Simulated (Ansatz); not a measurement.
A single-point calculation of a 2-atom cell of GaN from a materials database with Ansatz, at the level r2SCAN+rVV10. Cell and atoms come from a relaxation with r2SCAN+rVV10.

```yaml
crystal:
  lattice:
    - [0.0, 2.2442111233, 2.2442111233]
    - [2.2442111233, 0.0, 2.2442111233]
    - [2.2442111233, 2.2442111233, 0.0]
  atoms:
    - { symbol: Ga, position: [0.0, 0.0, 0.0] }
    - { symbol: "N", position: [0.75, 0.75, 0.75] }
kpoints:
  mp_grid: { grid: [10, 10, 10] }
  band_path:
    path:
      - [0.0, 0.0, 0.0]
      - [-0.5, -0.5, 0.0]
      - [-0.375, -0.375, 0.25]
      - [-0.375, 0.0, 0.375]
      - [0.0, 0.0, 0.5]
      - [-0.5, -0.25, 0.25]
    npoints: 1
hamiltonian:
  xc: r2scan
  dispersion: rvv10
scf:
  occupations: { method: fermi_dirac, width: 0.03 }
  n_extra_bands: 4
output:
  forces: true
  stress: true
  eigenvalues: true
```

The output follows, shortened, with numbered blanks.
```
Pseudopotential: Ga, paw, valence charge 13, recommended cutoff 500 eV (meta_gga)
Pseudopotential: N, paw, valence charge 5, recommended cutoff 500 eV (meta_gga)
Functional definition: r2SCAN+rVV10
Crystal: 2 atoms, lattice volume = 22.606 Å³
Basis set: ecut = 500 eV, 537 PW (Γ)
Bands: 13, of which v1, the nominal top of the filled ones, is band 9 counted from 1 (8 counted from 0)
[1]
rVV10 density: all electrons in the spheres
Free energy (F): -4175.024826 eV
[2]
--- Per-component energies (eV) ---
  E_band       = -13.527617
  E_kinetic    = 247.202859
  E_local      = -1942.876414
  E_nonlocal   = 476.244880
  E_hartree    = 896.674940
  E_xc         = -120.499205
  E_vxc        = -143.362061
  E_paw        = -2137.083412
  E_vpaw       = -451.939465
  E_vtau       = 7.853497
  E_ewald      = -1594.005838
  E_core_change = -0.682634
--- Stress (GPa, compression-positive) ---
[3]
--- Band table (eV; the first three rows and the last of 47) ---
[4]
```

The rows of the band table are 0: (0, 0, 0) = Γ, 1: (0, 0, 0.100), 2: (0, 0, 0.200), 46: (0.200, -1/2, -0.300).

Task: What stood in the gaps? They hold the stress, the Fermi energy and the band table, the symmetry found.

Result:
```
[1]
Symmetry: 24 space group operations
Space group: F-43m (ITA 216)
[2]
Fermi energy:    10.656412 eV
[3]
        0.009257       0.000000       0.000000
        0.000000       0.009257       0.000000
        0.000000       0.000000       0.009257
  P = ⅓ Tr σ = 0.0093 GPa (0.093 kbar)
[4]
  k-point 0: bands = […, -4.3272, -3.9705, -3.9705, 9.5504, 9.5504, 9.5504, 11.7245, 20.6360, 20.6360, 20.6360]
  k-point 1: bands = […, -4.2873, -3.9718, -3.9718, 8.4532, 9.4391, 9.4391, 12.5764, 20.1317, 20.8084, 20.8084]
  k-point 2: bands = […, -4.1262, -3.9705, -3.9705, 6.5683, 9.1650, 9.1650, 13.7204, 19.3390, 21.0715, 21.0715]
  k-point 46: bands = […, -3.9811, -3.9435, -2.1865, 3.6770, 5.7952, 5.8573, 15.8538, 18.5865, 21.0630, 21.5205]
```
Only the leading digits can be foreseen; the rest is this run's record.

Command: `ansatz run input.yaml --threads 2 --pin off --max-ram 2211MiB --backend cpu --events-out ev --progress --plain --runs-dir out`.

Task: It took 1.5 s on 2 threads of AMD EPYC 9R45 96-Core Processor (Zen 5) (shared host). What peak of host memory did it reach?

Result: About 0.43 GiB.

Spin-unpolarised throughout; all numbers are computed.
